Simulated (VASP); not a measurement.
# Pt (Fm-3m) in VASP: further runs

Runs on Pt. Level: PBE. Tasks: relaxation of cell and atoms.

Everything below comes from runs of VASP 6.6.1. Logs are shortened: lines on timing, memory, paths and dates and some standing lists are left out, and cuts for length are marked.

## (1) Starting point

Symmetry: Fm-3m, No. 225, cubic system. The conventional cell has a = 3.922 Å, b = 3.922 Å, c = 3.922 Å, α = 90.00°, β = 90.00°, γ = 90.00°. Around Pt (site symmetry m-3m) lie 12 Pt at 2.77 Å.

## (2) Relaxation of cell and atoms, PBE

The input, INCAR:

```
SYSTEM = Pt
PREC = Accurate
ENCUT = 600
EDIFF = 1E-6
ISMEAR = 1
SIGMA = 0.1
LREAL = .False.
LASPH = .True.
NELM = 80
ALGO = Normal
ISIF = 3
LWAVE = .False.
LCHARG = .False.
GGA = PE
IBRION = 2
NSW = 90
EDIFFG = -0.01
```

The input, KPOINTS:

```
Automatic mesh
0
Gamma
  16 16 16
  0 0 0
```

The input, POSCAR:

```
Pt
1.0
    0.0000000000      1.9609000000      1.9609000000
    1.9609000000      0.0000000000      1.9609000000
    1.9609000000      1.9609000000      0.0000000000
Pt
1
Direct
    0.0000000000      0.0000000000      0.0000000000
```

Potentials or basis: VASP PAW PBE potentials, release 64 (Pt).

Started as:

```sh
> cat potpaw_PBE.64/Pt/POTCAR > POTCAR
> mpirun -np 1 vasp_std > vasp.out
```

OUTCAR:

```text
SYSTEM = Pt
   PREC = Accurate
   ENCUT = 600
   EDIFF = 1E-6
   ISMEAR = 1
   LREAL = .False.
   LASPH = .True.
   NELM = 80
   ISIF = 3
   GGA = PE
   IBRION = 2
   NSW = 90
   EDIFFG = -0.01

 ion  position               nearest neighbor table
   1  0.000  0.000  0.000-

  LATTYP: Found a face centered cubic cell.
 ALAT       =     3.9218000000

  Lattice vectors:

 A1 = (   0.0000000000,   1.9609000000,   1.9609000000)
 A2 = (   1.9609000000,   0.0000000000,   1.9609000000)
 A3 = (   1.9609000000,   1.9609000000,   0.0000000000)

Analysis of symmetry for initial positions (statically):
=====================================================================
 Subroutine PRICEL returns:
 Original cell was already a primitive cell.

 Routine SETGRP: Setting up the symmetry group for a
 face centered cubic supercell.

 Subroutine GETGRP returns: Found 48 space group operations
 (whereof 48 operations were pure point group operations)
 out of a pool of 48 trial point group operations.

The static configuration has the point symmetry O_h .

Analysis of symmetry for dynamics (positions and initial velocities):
=====================================================================
 Subroutine PRICEL returns:
 Original cell was already a primitive cell.

 Routine SETGRP: Setting up the symmetry group for a
 face centered cubic supercell.

 Subroutine GETGRP returns: Found 48 space group operations
 (whereof 48 operations were pure point group operations)
 out of a pool of 48 trial point group operations.

The dynamic configuration has the point symmetry O_h .

 Subroutine INISYM returns: Found 48 space group operations
 (whereof 48 operations are pure point group operations),
 and found     1 'primitive' translations

----------------------------------------------------------------------------------------

                                     Primitive cell

  volume of cell :      15.0798

  direct lattice vectors                    reciprocal lattice vectors
     0.000000000  1.960900000  1.960900000    -0.254984956  0.254984956  0.254984956
     1.960900000  0.000000000  1.960900000     0.254984956 -0.254984956  0.254984956
     1.960900000  1.960900000  0.000000000     0.254984956  0.254984956 -0.254984956

  length of vectors
     2.773131374  2.773131374  2.773131374     0.441646899  0.441646899  0.441646899

  position of ions in fractional coordinates (direct lattice)
     0.000000000  0.000000000  0.000000000

  ion indices of the primitive-cell ions
   primitive index   ion index
                 1           1

----------------------------------------------------------------------------------------

 KPOINTS: Automatic mesh

Automatic generation of k-mesh.
 Grid dimensions read from file:
 generate k-points for:   16   16   16

 Generating k-lattice:

  Cartesian coordinates                     Fractional coordinates (reciprocal lattice)
    -0.015936560  0.015936560  0.015936560     0.062500000  0.000000000  0.000000000
     0.015936560 -0.015936560  0.015936560     0.000000000  0.062500000  0.000000000
     0.015936560  0.015936560 -0.015936560     0.000000000  0.000000000  0.062500000

  Length of vectors
     0.027602931  0.027602931  0.027602931

  Shift w.r.t. Gamma in fractional coordinates (k-lattice)
     0.000000000  0.000000000  0.000000000

 Subroutine IBZKPT returns following result:
 ===========================================

 Found    145 irreducible k-points:

 Following reciprocal coordinates:
            Coordinates               Weight
  0.000000  0.000000  0.000000      1.000000
  0.062500  0.000000  0.000000      8.000000
  0.125000  0.000000  0.000000      8.000000
  0.187500  0.000000  0.000000      8.000000
  0.250000  0.000000  0.000000      8.000000
  0.312500  0.000000  0.000000      8.000000
[... 16 lines left out ...]
 -0.125000  0.062500  0.000000     24.000000
 -0.062500  0.062500  0.000000     12.000000
 [... further k-points ...]
   k-points           NKPTS =    145   k-points in BZ     NKDIM =    145   number of bands    NBANDS=      9
   number of dos      NEDOS =    301   number of ions     NIONS =      1
   total plane-waves  NPLWV =  13824
   dimension x,y,z NGX =    24 NGY =   24 NGZ =   24
   dimension x,y,z NGXF=    48 NGYF=   48 NGZF=   48
   ions per type =               1
   NGX,Y,Z   is equivalent  to a cutoff of  14.39, 14.39, 14.39 a.u.
   NGXF,Y,Z  is equivalent  to a cutoff of  28.78, 28.78, 28.78 a.u.
 SYSTEM =  Pt
   PREC   = accura    normal or accurate (medium, high low for compatibility)
   ISTART =      0    job   : 0-new  1-cont  2-samecut
   ICHARG =      2    charge: 1-file 2-atom 10-const
   ISPIN  =      1    spin polarized calculation?
   LNONCOLLINEAR =      F non collinear calculations
   LSORBIT =      F    spin-orbit coupling
   LASPH  =      T    aspherical Exc in radial PAW
   ENCUT  =  600.0 eV  44.10 Ry    6.64 a.u.   5.54  5.54  5.54*2*pi/ulx,y,z
   NELM   =     80;   NELMIN=  2; NELMDL= -5     # of ELM steps
   EDIFF  = 0.1E-05   stopping-criterion for ELM
   LREAL  =      F    real-space projection
   EDIFFG = -.1E-01   stopping-criterion for IOM
   NSW    =     90    number of steps for IOM
   IBRION =      2    ionic relax: 0-MD 1-quasi-New 2-CG
   NFREE  =      1    steps in history (QN), initial steepest desc. (CG)
   ISIF   =      3    stress and relaxation
   ISYM   =      2    0-nonsym 1-usesym 2-fastsym
   POTIM  = 0.5000    time-step for ionic-motion
   TEBEG  =    0.0;   TEEND  =   0.0 temperature during run
   PSTRESS=    0.0 pullay stress
   NELECT =      10.0000    total number of electrons
   NUPDOWN=      -1.0000    fix difference up-down
   EMIN   =  10.00;   EMAX   =-10.00  energy-range for DOS
   EFERMI =   0.00;   METHOD = LEGACY
   ISMEAR =     1;   SIGMA  =   0.10  broadening in eV -4-tet -1-fermi 0-gaus
   EFERMI_NEDOS =   21; number of points for ismear=-14 and -15
   IALGO  =     38    algorithm
   IMIX   =      4    mixing-type and parameters
     AMIX     =   0.40;   BMIX     =  1.00
     AMIX_MAG =   1.60;   BMIX_MAG =  1.00
  volume/ion in A,a.u.               =      15.08       101.76
  Fermi-wavevector in a.u.,A,eV,Ry     =   1.427609  2.697791 27.729605  2.038068
  Thomas-Fermi vector in A             =   2.547760
   LORBIT       =      0    0 simple, 1 ext, 2 COOP (PROOUT), +10 PAW based schemes
   GGA     = PE    functional components
   LHFCALC =     F    Hartree Fock is set to
   AEXX    =    0.0000 exact exchange contribution
   IVDW    =     0    specifies the selected vdW correction
   LEPSILON=     F    determine dielectric tensor
   LRPA    =     F    only Hartree local field effects (RPA)
 conjugate gradient relaxation of ions
 non-spin polarized calculation
 Methfessel and Paxton  Order N= 1 SIGMA  =   0.10
  energy-cutoff  :      600.00
  volume of cell :       15.08
 maximum number of plane-waves:       531
 NGX is ok and might be reduce to    24
   NGX = 11   NGY = 11   NGZ = 11

--------------------------------------- Ionic step        1  -------------------------------------------

 number of electron      10.0000000 magnetization

 Free energy of the ion-electron system (eV)
  ---------------------------------------------------
  ext. energy  EPLUGINS =         0.00000000
  ---------------------------------------------------
  free energy    TOTEN  =        -6.08075450 eV

  energy without entropy =       -6.07991160  energy(sigma->0) =       -6.08047354

------------------------ aborting loop because EDIFF is reached ----------------------------------------

  FORCE on cell =-STRESS in cart. coord.  units (eV):
  Direction    XX          YY          ZZ          XY          YZ          ZX
  --------------------------------------------------------------------------------------
  -------------------------------------------------------------------------------------
  Total        0.8890775      0.8890775      0.8890775     -0.0000000      0.0000000     -0.0000000
  in kB       94.4612930     94.4612930     94.4612930     -0.0000000      0.0000000     -0.0000000
  external PRESSURE =      94.4612930 kB  Pullay stress =       0.0000000 kB

 VOLUME and BASIS-vectors are now :
 -----------------------------------------------------------------------------
  energy-cutoff  :      600.00
  volume of cell :       15.08
      direct lattice vectors                 reciprocal lattice vectors
     0.000000000  1.960900000  1.960900000    -0.254984956  0.254984956  0.254984956
     1.960900000  0.000000000  1.960900000     0.254984956 -0.254984956  0.254984956
     1.960900000  1.960900000  0.000000000     0.254984956  0.254984956 -0.254984956

 POSITION                                       TOTAL-FORCE (eV/Angst)
 -----------------------------------------------------------------------------------
      0.00000      0.00000      0.00000         0.000000      0.000000      0.000000
 -----------------------------------------------------------------------------------
    total drift:                               -0.000000      0.000000      0.000000

  FREE ENERGIE OF THE ION-ELECTRON SYSTEM (eV)
  ---------------------------------------------------
  free  energy   TOTEN  =        -6.0807545028 eV

  energy  without entropy=       -6.0799116049  energy(sigma->0) =       -6.08047354

--------------------------------------- Ionic step        2  -------------------------------------------

 number of electron      10.0000000 magnetization

 E-fermi :   8.9699     XC(G=0): -12.7449

 val. band max:        8.9583493182   @ k =  -0.3750   0.3750   0.0625
 cond. band min:       8.9749285294   @ k =  -0.2500   0.1250   0.0000
 fundamental gap:      0.0165792112
 Fermi energy:         8.9699444241

 k-point     1 :       0.0000    0.0000    0.0000
  band No.  band energies     occupation
      1       0.1287      2.00000
      2       5.9135      2.00000
      3       5.9135      2.00000
      4       5.9135      2.00000
      5       7.6608      2.00000
      6       7.6608      2.00000
      7      23.9039      0.00000
      8      28.1685      0.00000
      9      28.1685      0.00000

 k-point     2 :       0.0625    0.0000    0.0000
  band No.  band energies     occupation
      1       0.2680      2.00000
      2       5.8586      2.00000
      3       5.9654      2.00000
      4       5.9654      2.00000
      5       7.6345      2.00000
      6       7.6345      2.00000
      7      24.0966      0.00000
      8      27.3524      0.00000
      9      28.3595      0.00000
[... 321 lines left out ...]
 POSITION                                       TOTAL-FORCE (eV/Angst)
 -----------------------------------------------------------------------------------
      0.00000      0.00000      0.00000         0.000000      0.000000     -0.000000
 -----------------------------------------------------------------------------------
    total drift:                               -0.000000      0.000000     -0.000000

  FREE ENERGIE OF THE ION-ELECTRON SYSTEM (eV)
  ---------------------------------------------------
  free  energy   TOTEN  =        -6.0956163125 eV

  energy  without entropy=       -6.0946194246  energy(sigma->0) =       -6.09528402

--------------------------------------- Ionic step        4  -------------------------------------------

 number of electron      10.0000002 magnetization

 Free energy of the ion-electron system (eV)
  ---------------------------------------------------
  ext. energy  EPLUGINS =         0.00000000
  ---------------------------------------------------
  free energy    TOTEN  =        -6.09563502 eV

  energy without entropy =       -6.09464264  energy(sigma->0) =       -6.09530423

 E-fermi :  10.5869     XC(G=0): -13.2864

 val. band max:       10.5819325914   @ k =  -0.2500   0.1250   0.0000
 cond. band min:      10.6077786622   @ k =   0.5000   0.5000   0.0000
 fundamental gap:      0.0258460708
 Fermi energy:        10.5868909349

 k-point     1 :       0.0000    0.0000    0.0000
  band No.  band energies     occupation
      1       0.7816      2.00000
      2       7.0288      2.00000
      3       7.0288      2.00000
      4       7.0288      2.00000
      5       9.0648      2.00000
      6       9.0648      2.00000
      7      25.3474      0.00000
      8      30.1212      0.00000
      9      30.1212      0.00000

 k-point     2 :       0.0625    0.0000    0.0000
  band No.  band energies     occupation
      1       0.9337      2.00000
      2       6.9630      2.00000
      3       7.0882      2.00000
      4       7.0882      2.00000
      5       9.0324      2.00000
      6       9.0324      2.00000
      7      25.5778      0.00000
      8      29.3030      0.00000
      9      30.3491      0.00000
[... 286 lines left out ...]
 POSITION                                       TOTAL-FORCE (eV/Angst)
 -----------------------------------------------------------------------------------
      0.00000      0.00000      0.00000         0.000000      0.000000      0.000000
 -----------------------------------------------------------------------------------
    total drift:                                0.000000     -0.000000     -0.000000

  FREE ENERGIE OF THE ION-ELECTRON SYSTEM (eV)
  ---------------------------------------------------
  free  energy   TOTEN  =        -6.0956350218 eV

  energy  without entropy=       -6.0946426373  energy(sigma->0) =       -6.09530423

 reached required accuracy - stopping structural energy minimisation
```

It took 23 s on 1 thread of Intel Xeon Platinum 8488C (Sapphire Rapids), shared host; peak memory 0.16 GiB.

Results:

```yaml
Free_energy: -6.0956 eV
Relaxed_volume: 15.61 Å³/atom
Relaxed_cell: a = 2.805 Å, b = 2.805 Å, c = 2.805 Å, α = 60.00°, β = 60.00°, γ = 60.00°
Space_group_after_relaxing_to_0.05_Å: Fm-3m (No. 225)
Energy_gained_by_relaxing: 14.9 meV/atom
Ionic_steps: 4
Pressure_after_relaxing: 0.0 GPa
Band_gap_on_the_k_mesh: none (metal or under the smearing width)
```

Step by step:
```
step  energy change (eV)  largest force (eV/Å)  pressure (GPa)  volume (Å³)
   1              0.0000                0.0000            9.45        15.08
   2              0.0775                0.0000          -17.81        17.10
   3             -0.0149                0.0000           -0.29        15.62
   4             -0.0149                0.0000           -0.04        15.61
```

Final structure:
```
Pt
1.0
     0.00000    1.98349    1.98349
     1.98349    0.00000    1.98349
     1.98349    1.98349    0.00000
Pt
1
Direct
  0.00000 0.00000 0.00000
```

## (3) Relaxation of cell and atoms, PBE

This run uses another cell than the first one, of 15.61 Å³/atom, 1.035 times its volume.

Changes to INCAR since step 2:

```diff
@@ -3,3 +3,3 @@
 ENCUT = 600
-EDIFF = 1E-6
+EDIFF = 1E-7
 ISMEAR = 1
@@ -16,2 +16,2 @@
 NSW = 90
-EDIFFG = -0.01
+EDIFFG = -0.005
```

KPOINTS is that of step 2.

The input, POSCAR:

```
Pt                                      
1.0
    0.0000000000      1.9834876421      1.9834876421
    1.9834876421      0.0000000000      1.9834876421
    1.9834876421      1.9834876421     -0.0000000000
  Pt            
     1
Direct
     0.0000000000000000    0.0000000000000000    0.0000000000000000
```

Potentials or basis: VASP PAW PBE potentials, release 64 (Pt).

Started as:

```sh
> cat potpaw_PBE.64/Pt/POTCAR > POTCAR
> mpirun -np 1 vasp_std > vasp.out
```

Run time: 9.2 s. Hardware: 1 thread of Intel Xeon Platinum 8488C (Sapphire Rapids), shared host; peak memory 0.16 GiB.

The run converged. Its results:

| Quantity | Value |
| --- | --- |
| Free energy | -6.0958 eV |
| Pressure after relaxing | 0.0 GPa |
| Band gap on the k mesh | none (metal or under the smearing width) |

Final structure:
```
Pt
1.0
     0.00000    1.98349    1.98349
     1.98349    0.00000    1.98349
     1.98349    1.98349    0.00000
Pt
1
Direct
  0.00000 0.00000 0.00000
```

Levels at points of the mesh, in eV from the Fermi level:
| k point | band 3 | band 4 | band 5 | band 6 | band 7 | band 8 |
| --- | --- | --- | --- | --- | --- | --- |
| (0.00, 0.00, 0.00) | -3.56 | -3.56 | -1.52 | -1.52 | 14.76 | 19.53 |
| (0.50, 0.00, 0.00) | -3.62 | -0.30 | 0.05 | 0.05 | 5.61 | 14.32 |
| (0.50, 0.50, 0.00) | 0.02 | 0.48 | 0.48 | 1.88 | 8.54 | 11.32 |

Caveat: the relaxation stopped at its first step, so nothing moved. The run has no spin-orbit coupling, so splittings on Pt are missing.
